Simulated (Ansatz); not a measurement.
# AlP (F-43m): phonons and vibrational spectra, part 2 of 4

Task: relax AlP (F-43m), then find its harmonic phonons.

Ansatz 0.2.0; DFT PBE, scalar-relativistic, plane waves, PAW; PAW set soft_1.

So far. Step 3 (Tight relaxation, k-mesh 8×8×8): The forces vanish by symmetry and the pressure is 0.009 GPa, within the tolerances set. The cell now holds 20.88 Å³/atom. The relaxed cell has a = 5.507 Å (conventional setting).

The database entry behind the starting cell differs from later determinations by our own check (0.1 to 0.3 % short, probably kX units), so it need not match the best structure at ambient conditions.

### Step 4. A first phonon run

The phonons are first tried on the mesh that the gap suggested.

input.yaml

```yaml
crystal:
  lattice:
    - [0.0, 2.75357855, 2.75357855]
    - [2.75357855, 0.0, 2.75357855]
    - [2.75357855, 2.75357855, 0.0]
  atoms:
    - { symbol: Al, position: [0.0, 0.0, 0.0] }
    - { symbol: P, position: [0.25, 0.25, 0.25] }
kpoints:
  mp_grid: { grid: [8, 8, 8] }
hamiltonian:
  xc: pbe
  pseudopotentials: { kind: paw, azcp: { folder: soft_1 } }
scf:
  occupations: { method: fixed }
output:
  eigenvalues: true
phonons:
  method: dfpt
  dielectric: true
  rigid_motions: translations
```

Started as:

```bash
$ ansatz run input.yaml --threads 4 --pin off --max-ram 10240MiB --backend cpu --events-out ev --progress --plain --runs-dir out
```

Numbers of over 12 decimals in the logs are rounded to 6 here.

The log of the run:

```text
[...]
Crystal: 2 atoms, lattice volume = 41.756 Å³
Basis set: ecut = 420 eV, 869 PW (Γ), exchange–correlation on 54×54×54 points (8 copies of the dense FFT grid, shifted against one another)
Bands: 8, of which v1, the nominal top of the filled ones, is band 4 counted from 1 (3 counted from 0)
Symmetry: 24 space group operations
k-points: 95 of 512 (irreducible under 4 space group operations, time reversal used)
[...]
optical modes at Γ + LO–TO along q̂ = [1.0000, 0.0000, 0.0000]:
      ω (cm⁻¹)  modes    IR ((D/Å)²/amu)
[...]
optical modes at Γ + LO–TO along q̂ = [0.0000, 1.0000, 0.0000]:
      ω (cm⁻¹)  modes    IR ((D/Å)²/amu)
        426.48      2            16.1224
        482.29      1             8.0612
  optical modes at Γ + LO–TO along q̂ = [0.0000, 0.0000, 1.0000]:
      ω (cm⁻¹)  modes    IR ((D/Å)²/amu)
        426.48      2            16.1224
        482.29      1             8.0612
[key lines of the parts left out:]
SCF converged after 8 iterations
Free energy (F): -1294.444941 eV
Fermi energy:    4.787687 eV
```

The job ended after 5.7 s (4 threads of Arm Neoverse V2, shared host; peak memory 0.39 GiB).

Numbers from this step:

```
sum-rule residual before enforcement                    : 3.55e-5 eV/Å²
miss of the charge sum rule                             : 1.90e-4 e
estimated error of the dielectric tensor                : 0.02146
estimated error of the Born charges                     : 0.007450 e
point group                                             : -43m
highest optical mode at the zone centre (no LO-TO term) : 426.5 cm⁻¹
lowest optical zone-centre mode                         : 426.5 cm⁻¹
mean high-frequency dielectric constant                 : 8.119
largest Born charge (third of the trace)                : 2.245 e
mean static dielectric constant                         : 10.38
top of the zone-centre spectrum with the field          : 482.3 cm⁻¹
```

The highest optical mode at Γ without the field comes at 426.5 cm⁻¹, but the log warns of the mesh: “the force constants stand on the 8×8×8 k-mesh, whose period is 13.28 times the interband length at k = (0.0000, 0.0000, 0.0000), direct gap 3.089 eV, under 14: take them and everything formed from them as unconverged”.

### Step 5. Relaxing to small forces for the phonons, k-mesh 12×12×12

The k mesh is raised to 12×12×12 since a zone-centre run on the first mesh warned that it was too coarse for the force constants, and the cell is relaxed again on it.

input.yaml, the sections that differ from step 4:

```yaml
kpoints:
  mp_grid: { grid: [12, 12, 12] }
output:
  forces: true
  stress: true
  eigenvalues: true
relax:
  adjacent_minimum: "off"
  f_tol: 0.001
  max_steps: 60
  cell: { stress_tol: 0.01 }
# crystal, hamiltonian, scf: as in step 4
# phonons: removed
```

The log of the run:

```text
[...]
Crystal: 2 atoms, lattice volume = 41.756 Å³
Basis set: ecut = 420 eV, 869 PW (Γ), exchange–correlation on 54×54×54 points (8 copies of the dense FFT grid, shifted against one another)
Bands: 8, of which v1, the nominal top of the filled ones, is band 4 counted from 1 (3 counted from 0)
Symmetry: 24 space group operations
[...]
k-points: 72 of 1728 (time reversal used)
[...]
P = ⅓ Tr σ = 0.0055 GPa (0.055 kbar)
--- Band table (eV; the first three rows and the last of 72) ---
[...]
--- Relaxed structure (1 steps of the walk, 1 accepted, 1 SCFs on fresh bases) ---
[...]
cell:  # Å, volume = 41.7563 Å³
    - [0.0, 2.75357855, 2.75357855]
    - [2.75357855, 0.0, 2.75357855]
    - [2.75357855, 2.75357855, 0.0]
  atoms:
    - { symbol: Al, position: [0.0, 0.0, 0.0] }
    - { symbol: P, position: [0.25, 0.25, 0.25] }
[key lines of the parts left out:]
SCF converged after 5 iterations
Free energy (F): -1294.445861 eV
Fermi energy:    4.786908 eV
```

Wall time 1.5 s (4 threads); peak memory 0.32 GiB; 5.5 s of CPU time.

Little changed from the start: no atom moved by 0.005 Å and no cell edge by 0.1 %.

This step gave:

```
pressure          : 0.005521 GPa
gap on the k-mesh : 1.632 eV
```

The forces vanish by symmetry and the pressure is 0.006 GPa, within the tolerances set. The cell now holds 20.88 Å³/atom.

### Step 6. Linear response at the zone centre

The zone centre comes first: it holds the modes that light can see, as far as symmetry allows. The response to a homogeneous field gives the Born charges and the dielectric tensor.

input.yaml, the sections that differ from step 5:

```yaml
output:
  eigenvalues: true
phonons:
  method: dfpt
  dielectric: true
  rigid_motions: translations
# crystal, kpoints, hamiltonian, scf: as in step 5
# relax: removed
```

The log of the run:

```text
[...]
Crystal: 2 atoms, lattice volume = 41.756 Å³
Basis set: ecut = 420 eV, 869 PW (Γ), exchange–correlation on 54×54×54 points (8 copies of the dense FFT grid, shifted against one another)
Bands: 8, of which v1, the nominal top of the filled ones, is band 4 counted from 1 (3 counted from 0)
Symmetry: 24 space group operations
k-points: 280 of 1728 (irreducible under 4 space group operations, time reversal used)
[...]
SCF iter   1: F=—  HF=-1294.710626 eV  |F-HF|=—  |Δ(HF+E_count)|=         —  Δρ=4.35e-2  dr2=1.04e0  ethr=3.10e-3  ⟨swp⟩=5.4  Hψ=16572  notcnv=0  defer=529
[...]
SCF iter   8: F=-1294.445861 eV  HF=-1294.445861 eV  |F-HF|=9.09e-13  |Δ(HF+E_count)|=  9.64e-11  Δρ=1.62e-7  dr2=7.18e-12  ethr=1.25e-12  ⟨swp⟩=10.5  Hψ=19005  notcnv=0
SCF 1 converged in 8 iterations: F = -1294.445861 eV  dr2 = 7.18e-12
[...]
NSCF: frozen V_eff on 1 k-points
[...]
Bands: 5, of which v1, the nominal top of the filled ones, is band 4 counted from 1 (3 counted from 0)
k-points: 182 of 1728 (irreducible under 6 space group operations, time reversal used)
[...]
Eigensolver: Dense (182 Hₖ)
SCF iter   1: F=—  HF=-1294.445423 eV  |F-HF|=—  |Δ(HF+E_count)|=         —  Δρ=2.18e-5  dr2=3.65e-8  ethr=1.00e-1
[...]
SCF iter   2: F=-1294.445423 eV  HF=-1294.445423 eV  |F-HF|=9.95e-8  |Δ(HF+E_count)|=   2.88e-7  Δρ=1.12e-5  dr2=1.01e-8  ethr=4.57e-10
SCF 1 converged in 2 iterations: F = -1294.445423 eV  dr2 = 1.01e-8
[...]
SCF converged after 8 iterations
Free energy (F): -1294.445861 eV
[...]
Internal energy: -1294.445861 eV  (E = F + TS)
E sigma→0 (E₀):  -1294.445861 eV
Fermi energy:    4.786908 eV
[...]
--- Band table (eV; the first three rows and the last of 280) ---
[...]
ASR residual: 2.798e-5 → 0.000e0 eV/Å²; symmetrization residual: 5.152e-7 eV/Å²
  ASR residual per site (eV/Å²): 1.59e-5 2.80e-5
  Γ frequencies (cm⁻¹): 0.00 0.00 0.00 426.46 426.46 426.46
  ε∞ (high-frequency dielectric tensor):
        8.119336     0.000000    -0.000000
        0.000000     8.119336     0.000000
       -0.000000     0.000000     8.119336
  ε⁰ (static dielectric tensor: ions relaxed, cell fixed):
       10.383312     0.000000    -0.000000
        0.000000    10.383312    -0.000000
       -0.000000    -0.000000    10.383312
  ε⁰ − ε∞ (ionic part):
        2.263976    -0.000000     0.000000
       -0.000000     2.263976    -0.000000
        0.000000    -0.000000     2.263976
[...]
Born effective charges Z* (e; rows j = field, columns β = displacement):
    site 0:
         2.24466   -0.00000   -0.00000
        -0.00000    2.24466    0.00000
         0.00000    0.00000    2.24466
    site 1:
        -2.24466    0.00000    0.00000
         0.00000   -2.24466   -0.00000
        -0.00000   -0.00000   -2.24466
  Z* charge neutrality: 2.556e-4 e pre-enforcement
[...]
optical modes at Γ without the LO–TO term, one row a degenerate level:
      ω (cm⁻¹)  modes    IR ((D/Å)²/amu)
        426.46      3            24.1834
  optical modes at Γ + LO–TO along q̂ = [1.0000, 0.0000, 0.0000]:
      ω (cm⁻¹)  modes    IR ((D/Å)²/amu)
        426.46      2            16.1223
        482.27      1             8.0611
  optical modes at Γ + LO–TO along q̂ = [0.0000, 1.0000, 0.0000]:
      ω (cm⁻¹)  modes    IR ((D/Å)²/amu)
        426.46      2            16.1223
        482.27      1             8.0611
  optical modes at Γ + LO–TO along q̂ = [0.0000, 0.0000, 1.0000]:
      ω (cm⁻¹)  modes    IR ((D/Å)²/amu)
        426.46      2            16.1223
        482.27      1             8.0611
```

The job ended after 13 s (4 threads; peak memory 0.57 GiB; 51 s of CPU time).

Numbers from this step:

| Property | Result |
| --- | --- |
| sum-rule residual before enforcement | 2.80e-5 eV/Å² |
| miss of the charge sum rule | 2.56e-4 e |
| estimated error of the dielectric tensor | 0.02145 |
| estimated error of the Born charges | 0.007289 e |

Without the LO-TO term. Patterns of degenerate modes are one choice out of their space. The modes at Γ (shares of kinetic energy by element, %):

| mode | frequency (cm⁻¹) | symmetry | Al % | P % |
| --- | --- | --- | --- | --- |
| 1 | 0.0 | acoustic | 47 | 53 |
| 2 | 0.0 | acoustic | 47 | 53 |
| 3 | 0.0 | acoustic | 47 | 53 |
| 4 | 426.5 | T2 | 53 | 47 |
| 5 | 426.5 | T2 | 53 | 47 |
| 6 | 426.5 | T2 | 53 | 47 |

Displacements in mode 5 (426.5 cm⁻¹), the largest set to 1:
```
Al1  0.00  1.00  0.43
P2   0.00 -0.87 -0.38
```

Optical modes at the zone centre, without and with the macroscopic field of the longitudinal modes; each column is sorted by frequency, so a row need not hold one and the same mode. Modes with and without the field, by row:

| rank among optical modes | no field (cm⁻¹) | q along (1, 0, 0) (cm⁻¹) |
| --- | --- | --- |
| 1 | 426.5 | 426.5 |
| 2 | 426.5 | 426.5 |
| 3 | 426.5 | 482.3 |

Born charge (rows field, columns displacement) (e), principal values of the symmetric part by kind of site:

| atom | atoms with these values | low | middle | high | mean |
| --- | --- | --- | --- | --- | --- |
| Al1 | 1 | 2.24 | 2.24 | 2.24 | 2.24 |
| P2 | 1 | -2.24 | -2.24 | -2.24 | -2.24 |

In full for P2:

```
-2.24  0.00  0.00
 0.00 -2.24  0.00
 0.00  0.00 -2.24
```

High-frequency dielectric tensor:

```
8.12 0.00 0.00
0.00 8.12 0.00
0.00 0.00 8.12
```

Static dielectric tensor (ions relaxed, fixed cell):

```
10.38  0.00  0.00
 0.00 10.38  0.00
 0.00  0.00 10.38
```

Transverse modes. Infrared lines, with heights relative to the strongest:

| position (cm⁻¹) | label | relative intensity |
| --- | --- | --- |
| 426 | T2 | 100 |

Before it was imposed, the acoustic sum rule was missed by 2.8e-5 eV/Å² and the charge sum rule by 2.6e-4 e. Small misses are needed for a sound result but don't prove that mesh and cutoff are converged. Against the first mesh the highest mode moved by -0.0 cm⁻¹. The lowest optical mode is real, 426 cm⁻¹.

(Continued in part 3 of 4.)

[Logs are printed without paths, hosts, clocks, repeated set-up lines and the standing remarks that a program may print on its own settings, such as how far it seeks lower states.]

[Hosts, paths, dates, database ids (printed as entryN), source tags and the programs' standing remarks are cut or masked in the printed files.]
